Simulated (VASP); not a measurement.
**Al: relaxation of the atoms with PBE**

The system is Al, a slab with vacuum.

```
CELL_PARAMETERS angstrom
2.85671 0.00000 0.00000
1.42836 2.47398 0.00000
0.00000 0.00000 33.65996
ATOMIC_POSITIONS crystal
Al 0.33333 0.33333 0.22282
Al 0.66667 0.66667 0.29211
Al 0.00000 0.00000 0.36141
Al 0.33333 0.33333 0.43070
Al 0.66667 0.66667 0.50000
Al 0.00000 0.00000 0.56930
Al 0.33333 0.33333 0.63859
Al 0.66667 0.66667 0.70789
Al 0.00000 0.00000 0.77718
```

The cell was built by a generator and needn't be a form met in nature.

```json
{"Program": "VASP 6.6.1", "Task": "relaxation of the atoms", "Functional": "PBE", "Potentials or basis": "VASP PAW PBE potentials, release 64 (Al)", "Cutoff": "520 eV", "k mesh": "18 × 18 × 1", "Occupations": "methfessel-paxton, width 0.2 eV", "Spin": "no spin polarisation", "Further INCAR settings": "ALGO = Fast; EDIFF = 1e-06; IBRION = 2; EDIFFG = -0.005; NSW = 40"}
```

```yaml
Energy_gained_by_relaxing: 0.2 meV/atom
Ionic_steps: 6
Largest_force_after_relaxing: 0.004 eV/Å
```

Forces on the atoms (eV/Å):
```
Al   0.000  0.000 -0.002
Al   0.000  0.000 -0.001
Al   0.000  0.000  0.000
Al   0.000  0.000  0.004
Al   0.000  0.000  0.000
Al   0.000  0.000 -0.004
Al   0.000  0.000  0.000
Al   0.000  0.000  0.001
Al   0.000  0.000  0.002
```

The path:
```
step  energy change (eV)  largest force (eV/Å)  pressure (GPa)
   1              0.0000                0.0922           -0.51
   2             -0.0011                0.0541           -0.52
   3             -0.0016                0.0153           -0.54
   4             -0.0017                0.0111           -0.54
   5             -0.0017                0.0058           -0.55
   6             -0.0017                0.0043           -0.55
```

Final structure:
```yaml
crystal:
  lattice:
    - [2.85671, 0.00000, 0.00000]
    - [1.42836, 2.47398, 0.00000]
    - [0.00000, 0.00000, 33.65996]
  atoms:
    - { symbol: Al, position: [0.33333, 0.33333, 0.22253] }
    - { symbol: Al, position: [0.66667, 0.66667, 0.29245] }
    - { symbol: Al, position: [0.00000, 0.00000, 0.36135] }
    - { symbol: Al, position: [0.33333, 0.33333, 0.43073] }
    - { symbol: Al, position: [0.66667, 0.66667, 0.50000] }
    - { symbol: Al, position: [0.00000, 0.00000, 0.56927] }
    - { symbol: Al, position: [0.33333, 0.33333, 0.63865] }
    - { symbol: Al, position: [0.66667, 0.66667, 0.70755] }
    - { symbol: Al, position: [0.00000, 0.00000, 0.77747] }
```

Levels at points of the mesh, in eV from the Fermi level:
```
           k point  band 10  band 11  band 12  band 13  band 14  band 15  band 16  band 17
(0.00, 0.00, 0.00)    -3.97    -2.51    -1.03     0.47     1.92     3.11     3.95     4.15
(0.50, 0.00, 0.00)    -3.36    -2.86    -2.38    -1.65    -1.35    -0.54    -0.46     0.70
```

Wall time 2.9 min on 8 MPI ranks on Intel(R) Xeon(R) Platinum 8259CL CPU @ 2.50GHz (Skylake/Cascade Lake), on a shared host, peak memory 0.46 GiB a rank.

Caveat: the bands computed are all filled at some k points, so no gap is given.
